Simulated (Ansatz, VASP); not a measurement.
SnSe: VASP beside Ansatz

The input INCAR:

```
ALGO = Normal ; EDIFF = 1E-6
ENCUT = 520 ; ISIF = 2
ISMEAR = -1 ; LASPH = T
LCHARG = T ; LELF = T
LREAL = F ; LVHAR = T
LWAVE = F ; NBANDS = 28
NELM = 100 ; PREC = Accurate
SIGMA = 0.05
```

KPOINTS

```
k-points
0
Gamma
  6 6 3
```

Contents of POSCAR:

```
SnSe
1.0
    4.3137078980      0.0000000000      0.0000000000
    0.0000000000      4.3137078980      0.0000000000
    0.0000000000      0.0000000000     11.0634802918
Sn Se
2 2
Direct
    0.0000000000      0.5000000000      0.6277708900
    0.5000000000      0.0000000000      0.3722291100
    0.0000000000      0.5000000000      0.3839605100
    0.5000000000      0.0000000000      0.6160394900
```

input.yaml

```yaml
crystal:
  lattice:
    - [4.313707898, 0.0, 0.0]
    - [0.0, 4.313707898, 0.0]
    - [0.0, 0.0, 11.0634802918]
  atoms:
    - { symbol: Sn, position: [0.0, 0.5, 0.62777089] }
    - { symbol: Sn, position: [0.5, 0.0, 0.37222911] }
    - { symbol: Se, position: [0.0, 0.5, 0.38396051] }
    - { symbol: Se, position: [0.5, 0.0, 0.61603949] }
kpoints:
  mp_grid: { grid: [6, 6, 3] }
scf:
  occupations: { method: fermi_dirac, width: 0.05 }
hamiltonian:
  xc: lda
  pseudopotentials: { kind: all_electron, lapw: { basis_error: 0.002 } }
output:
  forces: true
  stress: true
  eigenvalues: true
```

Change from the starting cell: volume scaled by 1.02.

Alike in both runs: task single point; functional LDA; k mesh 6 × 6 × 3; occupations fermi-dirac, width 0.05 eV; no spin polarisation.

```csv
,VASP,Ansatz
version,VASP 6.6.1,Ansatz 0.2.0
potentials or method,"VASP PAW LDA potentials, release 64 (Sn_d, Se)","all-electron LAPW, scalar-relativistic"
plane-wave cutoff (eV),520,see its input
```

Ansatz gave:

- gap on the k mesh at the Fermi level (eV): 1.48
- least direct gap on the mesh (eV): 1.48
- rms of the force components (eV/Å): 0.162

Q: Which values does VASP return?

A: gap on the k mesh at the Fermi level (eV): 1.47; least direct gap on the mesh (eV): 1.47; rms of the force components (eV/Å): 0.150.

Atom by atom the forces differ by 0.012 eV/Å (rms over components). Ansatz ran all-electron here, so the differences hold the error of VASP's frozen core and of both bases.

Caveats: spin-orbit coupling is left out, which moves the levels of the heavy elements.
